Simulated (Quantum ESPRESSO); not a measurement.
CuO:

```
Cu O
1.0
     3.42205    0.00000    0.00000
     0.00000    3.42205    0.00000
     0.00000    0.00000    4.26046
Cu O
2 2
Direct
  0.00000 0.50000 0.00000
  0.50000 0.00000 0.50000
  0.00000 0.00000 0.25000
  0.00000 0.00000 0.75000
```

Measurements of this composition are mostly on another form, of space group No. 15.

Base run:

```yaml
Program: Quantum ESPRESSO 7.5
Functional: PBE
Potentials_or_basis: Ansatz NC SR PBE
Cutoff: 1252 eV
Density_cutoff: 5007 eV
k_mesh: 8 × 8 × 6
Occupations: fermi-dirac, width 0.05 eV
Spin: no spin polarisation
```

Its results: band gap on the k mesh none (metal or under the smearing width); pressure -2.8 GPa.

Q: The run is repeated on the same cell with these changes: functional from PBE to PBEsol; potentials or basis from Ansatz NC SR PBE to GBRV 1.5 PBEsol; cutoff from 1252 eV to 762 eV; density cutoff from 5007 eV to 6095 eV. What comes out?

A: Band gap on the k mesh none (metal or under the smearing width); pressure -8.7 GPa.

Caveats: the run has no spin polarisation, though such a crystal can be magnetic; semilocal functionals often make such compounds metallic where correlation or magnetic order opens a gap, which also shifts bond lengths.
